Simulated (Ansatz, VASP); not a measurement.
Au in VASP and in Ansatz

```xyz
1
Lattice="0.0000 2.0822 2.0822 2.0822 0.0000 2.0822 2.0822 2.0822 0.0000" Properties=species:S:1:pos:R:3 pbc="T T T"
Au    0.0000    0.0000    0.0000
```

Alike in both runs: functional PBE; k mesh 8 × 8 × 8; occupations gaussian, width 0.1 eV; no spin polarisation.

Ansatz relaxed the structure, and its values are those at the end. VASP's run is a single point on that final structure, the one shown.

|  | VASP | Ansatz |
| --- | --- | --- |
| version | VASP 6.6.1 | Ansatz 0.2.0 |
| potentials or method | VASP PAW PBE potentials, release 64 (Au) | scalar-relativistic, plane waves, PAW |
| plane-wave cutoff (eV) | 520 | 420 |
| valence electrons in the cell | 11 | 19 |

Ansatz gave:

```
gap on the k mesh at the Fermi level (eV) : none
pressure (GPa)                            : 0.1
```

Q: Which values does VASP return?

A: gap on the k mesh at the Fermi level (eV): none; pressure (GPa): -0.1.

A gap of «none» marks a metal or a gap that the smearing closes. The two sets of potentials don't hold the same shells in valence.

The runs have no spin-orbit coupling, so splittings on Au are missing.
